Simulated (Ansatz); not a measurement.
A (001) slab of Ru (P6_3/mmc (No. 194)), 5 planes, outer planes Ru (top) and Ru (bottom), with 5 atoms (Ru5) in a surface cell of A = 6.407 Å², as cut from the bulk:

```yaml
crystal:
  lattice:
    - [2.72003, 0.00000, 0.00000]
    - [-1.36001, 2.35561, 0.00000]
    - [0.00000, 0.00000, 23.59354]
  atoms:
    - { symbol: Ru, position: [0.33333, 0.66667, 0.31788] }
    - { symbol: Ru, position: [0.66667, 0.33333, 0.40894] }
    - { symbol: Ru, position: [0.33333, 0.66667, 0.50000] }
    - { symbol: Ru, position: [0.66667, 0.33333, 0.59106] }
    - { symbol: Ru, position: [0.33333, 0.66667, 0.68212] }
```

All numbers below come from DFT PBE, scalar-relativistic, plane waves, PAW (Ansatz 0.2.0). Settings: cutoff 420 eV, Γ-centred mesh 15×15×1 on the computed 5-atom cell, Gaussian smearing of 0.10 eV; no spin polarisation.

Against the same 5 atoms in the bulk, the slab as cut lies 2.182 eV higher and the relaxed slab 2.128 eV higher.

Problem. Work out the surface energy before and after relaxation.

Solution. The slab has two faces, so γ = (E_slab − N·E_bulk)/(2A), the mean of both. As cut: 2.182/(2 × 6.407) = 0.1703 eV/Å², and 1 eV/Å² = 16.02 J/m², so γ = 2.73 J/m². Relaxed: 2.128/(2 × 6.407) = 0.1661 eV/Å² = 2.66 J/m². Relaxation recovers 2 % of the cost of cutting.

Problem. What is the ideal work of this cut, per area?

Solution. Griffith's ideal work is 2γ: 5.46 J/m² if the new faces stay rigid, 5.32 J/m² if they relax. One thickness was run, 5 planes, so γ can still shift with it.